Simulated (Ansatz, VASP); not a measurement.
# One calculation of Y, two programs

```
CELL_PARAMETERS angstrom
-2.04929 2.04929 2.04929
2.04929 -2.04929 2.04929
2.04929 2.04929 -2.04929
ATOMIC_POSITIONS crystal
Y 0.00000 0.00000 0.00000
```

The cell was built by a generator and needn't be a form met in nature.

Alike in both runs: functional RPBE; k mesh 7 × 7 × 7; no spin polarisation.

Ansatz relaxed the structure, and its values are those at the end. VASP's run is a single point on that final structure, the one shown.

```csv
,VASP,Ansatz
version,VASP 6.6.1,Ansatz 0.2.0
potentials or method,"VASP PAW PBE potentials, release 64 (Y_sv)",PAW plane waves
plane-wave cutoff (eV),520,500
occupations,tetrahedron,tetrahedron-uncorrected
valence electrons in the cell,11,11
```

|  | VASP | Ansatz | Ansatz less VASP |
| --- | --- | --- | --- |
| gap on the k mesh at the Fermi level (eV) | none | none | - |
| pressure (GPa) | -0.3 | 0.0 | +0.27 |

A gap of «none» marks a metal or a gap that the smearing closes. Ansatz warned: «band_table_not_solved_further».

Caveats: the PAW data sets were made with another functional, which shifts forces and pressure a little (VASP); tetrahedron occupations give inexact forces and stress in metals.
